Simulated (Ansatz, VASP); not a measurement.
# CsH in VASP and in Ansatz

```
CELL_PARAMETERS angstrom
0.00000 3.22995 3.22995
3.22995 0.00000 3.22995
3.22995 3.22995 0.00000
ATOMIC_POSITIONS crystal
Cs 0.00000 0.00000 0.00000
H 0.50000 0.50000 0.50000
```

Alike in both runs: functional r2SCAN; k mesh 8 × 8 × 8; occupations fermi-dirac, width 0.02 eV; no spin polarisation.

Ansatz relaxed the structure, and its values are those at the end. VASP's run is a single point on that final structure, the one shown.

|  | VASP | Ansatz |
| --- | --- | --- |
| version | VASP 6.6.1 | Ansatz 0.2.0 |
| potentials or method | VASP PAW PBE potentials, release 64 (Cs_sv, H) | PAW plane waves |
| plane-wave cutoff (eV) | 520 | 500 |
| valence electrons in the cell | 10 | 10 |

```tsv
	VASP	Ansatz	Ansatz less VASP
gap on the k mesh at the Fermi level (eV)	2.71	2.72	+0.015
pressure (GPa)	-0.3	-0.3	-0.02
```

The functional is the same, so the differences come from potentials, cutoffs and numerics. Ansatz warned: «stress_scf_threshold_loose».

Caveats: the PAW data sets were made with another functional, which shifts forces and pressure a little (VASP); spin-orbit coupling is left out, which moves the levels of the heavy elements. r2SCAN opens gaps a little over a GGA but as a rule still falls short of measured ones. A k mesh can miss the band edges.
